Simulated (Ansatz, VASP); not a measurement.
## Two plane-wave programs on Ta2N

The input INCAR:

```
ALGO = Normal ; EDIFF = 1E-7
ENCUT = 520 ; GGA = PE
ISIF = 2 ; ISMEAR = -1
LASPH = True ; LCHARG = False
LREAL = False ; LWAVE = False
NBANDS = 20 ; NELM = 100
PREC = Accurate ; SIGMA = 0.05
```

KPOINTS

```
k-points
0
Gamma
  10 10 6
```

File POSCAR:

```
Ta2N
1.0
    3.1334770837      0.0000000000      0.0000000000
   -1.5667385418      2.7136707566      0.0000000000
    0.0000000000      0.0000000000      4.9020925425
Ta N
2 1
Direct
    0.3333333333      0.6666666667      0.2547110000
    0.6666666667      0.3333333333      0.7452890000
    0.0000000000      0.0000000000      0.0000000000
```

The input input.yaml:

```yaml
crystal:
  lattice:
    - [3.1334770837, 0.0, 0.0]
    - [-1.5667385418, 2.7136707566, 0.0]
    - [0.0, 0.0, 4.9020925425]
  atoms:
    - { symbol: Ta, position: [0.3333333333, 0.6666666667, 0.254711] }
    - { symbol: Ta, position: [0.6666666667, 0.3333333333, 0.745289] }
    - { symbol: "N", position: [0.0, 0.0, 0.0] }
hamiltonian:
  xc: pbe
  pseudopotentials: { kind: paw }
kpoints:
  mp_grid: { grid: [10, 10, 6] }
scf:
  occupations: { method: fermi_dirac, width: 0.05 }
output:
  forces: true
  stress: true
  eigenvalues: true
```

Change from the starting cell: volume scaled by 1.02.

Alike in both runs: task single point; functional PBE; k mesh 10 × 10 × 6; occupations fermi-dirac, width 0.05 eV; no spin polarisation.

```csv
,VASP,Ansatz
version,VASP 6.6.1,Ansatz 0.2.0
potentials or method,"VASP PAW PBE potentials, release 64 (Ta_pv, N)",Ansatz PAW
plane-wave cutoff (eV),520,420
valence electrons in the cell,27,31
```

Ansatz gave:

- gap on the k mesh at the Fermi level (eV): none
- pressure (GPa): -6.5
- largest component of the traceless stress (GPa): 0.76
- rms of the force components (eV/Å): 0.058

Q: What did VASP give for the same quantities?

A: gap on the k mesh at the Fermi level (eV): none; pressure (GPa): -6.1; largest component of the traceless stress (GPa): 0.70; rms of the force components (eV/Å): 0.038.

Atom by atom the forces differ by 0.020 eV/Å (rms over components). A gap of «none» marks a metal or a gap that the smearing closes. The functional is the same, so the differences come from potentials, cutoffs and numerics. The two sets of potentials don't hold the same shells in valence.

The runs have no spin-orbit coupling, so splittings on Ta are missing.
